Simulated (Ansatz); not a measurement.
Input and command of a plane-wave DFT calculation in Ansatz:

```yaml
crystal:
  lattice:
    - [2.9463406812, 1.7010705854, 2.4165972147]
    - [-2.9463406812, 1.7010705854, 2.4165972147]
    - [0.0, -3.2431168022, 2.3046581319]
  atoms:
    - { symbol: Ba, position: [0.0053132214, 0.0053132214, -0.0057654902] }
    - { symbol: Ti, position: [0.5185809384, 0.5185809384, 0.4942459188] }
    - { symbol: O, position: [0.4892279205, 0.9741542149, 0.494209529] }
    - { symbol: O, position: [0.4838247048, 0.4838247048, 0.9942015133] }
    - { symbol: O, position: [0.9741542149, 0.4892279205, 0.494209529] }
basis:
  ecutwfc: 420
kpoints:
  mp_grid: { grid: [6, 6, 6] }
hamiltonian:
  xc: pbe
  hubbard: { sites: [{ species: Ti, l: d, u_eff: 4.0 }] }
scf:
  occupations: { method: gaussian, width: 0.02 }
output:
  forces: true
  stress: true
  eigenvalues: true
relax:
  adjacent_minimum: "off"
  f_tol: 0.008
  max_steps: 40
  cell: { stress_tol: 0.015, fix: [a, b, gamma] }
```

```bash
ansatz run input.yaml --threads 1 --pin off --max-ram 2560MiB --backend cpu --events-out ev --progress --plain --runs-dir out
```

Processor: Arm Neoverse V2, 1 thread, on a host shared with other jobs.

**Question.** Estimate time, memory and problem size.

**Answer.** About 2.1 min on 1 thread of Arm Neoverse V2 (shared host), peak memory 0.45 GiB. It solves 25 bands at 68 k points (the mesh reduced by symmetry) with about 1333 plane waves (on the last cell), in 60 SCF iterations over 9 ionic steps.
